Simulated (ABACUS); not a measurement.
Runs of ABACUS 3.10.1 on NiO. The structure is cubic, space group Fm-3m (No. 225). The conventional cell has a = 4.172 Å, b = 4.172 Å, c = 4.172 Å, α = 90.00°, β = 90.00°, γ = 90.00°. Around Ni (site symmetry m-3m) lie 6 O at 2.09 Å. Around O (site symmetry m-3m) lie 6 Ni at 2.09 Å. 

```csv
task,level,potentials or basis,cell,k mesh,max steps of the relaxation,force threshold,optimiser,stress threshold,D2 scale factor,mesh quality,gap on the mesh (eV),pressure (GPa),moment (μB),relaxed volume (Å³/atom)
relaxation of cell and atoms,PBE+D2,"PseudoDojo NC SR 0.4.1 PBE standard, DZP LCAO (the cutoffs set its grid)",relaxed,8 × 8 × 8,60,0.02 eV/Å,cg,0.2 kbar,0.75,not flagged,-,0.0,(c),9.36
single point,PBE0-type (share 0.25),"SG15 ONCV 1.2 PBE, DZP LCAO (the cutoffs set its grid)",as given,5 × 5 × 5,-,-,-,-,-,coarse,3.06,-,2.00,-
relaxation of cell and atoms,PBE+D3(BJ)+ABC,"PseudoDojo NC SR 0.4.1 PBE standard, DZP LCAO (the cutoffs set its grid)",relaxed,8 × 8 × 8,60,0.02 eV/Å,cg,0.2 kbar,-,not flagged,-,0.0,1.85,9.26
relaxation of cell and atoms,PBE+D3,"PseudoDojo NC SR 0.4.1 PBE standard, DZP LCAO (the cutoffs set its grid)",relaxed,8 × 8 × 8,60,0.02 eV/Å,cg,0.2 kbar,-,not flagged,-,0.0,1.85,(b)
relaxation of cell and atoms,PBE+D3(BJ),"PseudoDojo NC SR 0.4.1 PBE standard, DZP LCAO (the cutoffs set its grid)",relaxed,8 × 8 × 8,60,0.02 eV/Å,cg,0.2 kbar,-,not flagged,-,0.0,1.85,9.23
single point,PBE0-type (share 0.4),"SG15 ONCV 1.2 PBE, DZP LCAO (the cutoffs set its grid)",as given,5 × 5 × 5,-,-,-,-,-,coarse,(a),-,2.00,-
relaxation of cell and atoms,PBE,"PseudoDojo NC SR 0.4.1 PBE standard, DZP LCAO (the cutoffs set its grid)",relaxed,8 × 8 × 8,60,0.02 eV/Å,cg,0.2 kbar,-,not flagged,-,0.0,1.87,9.41
single point,PBE0-type (share 0.1),"SG15 ONCV 1.2 PBE, DZP LCAO (the cutoffs set its grid)",as given,5 × 5 × 5,-,-,-,-,-,coarse,0.82,-,2.00,-
```

Alike in all rows: spin collinear, ferromagnetic start; cutoff (eV) 1361; smearing fermi-dirac 0.05 eV.

Question: Estimate the missing entries.

Answer: (a) 5.40; (b) 9.25; (c) 1.86.

Caveats: some runs use coarse meshes; the atomic orbitals were generated for these runs and aren't a published set; the basis of atomic orbitals isn't converged, which shifts pressures, moduli and gaps; a cell with one magnetic atom can't hold antiferromagnetic order, which such compounds often take; gaps of hybrids in this basis differ from plane-wave ones by up to 0.1 eV (some runs); the potentials were made for another functional, which shifts forces and pressure (some runs); an odd mesh through Γ misses points on the zone boundary, where band edges often lie (some runs).
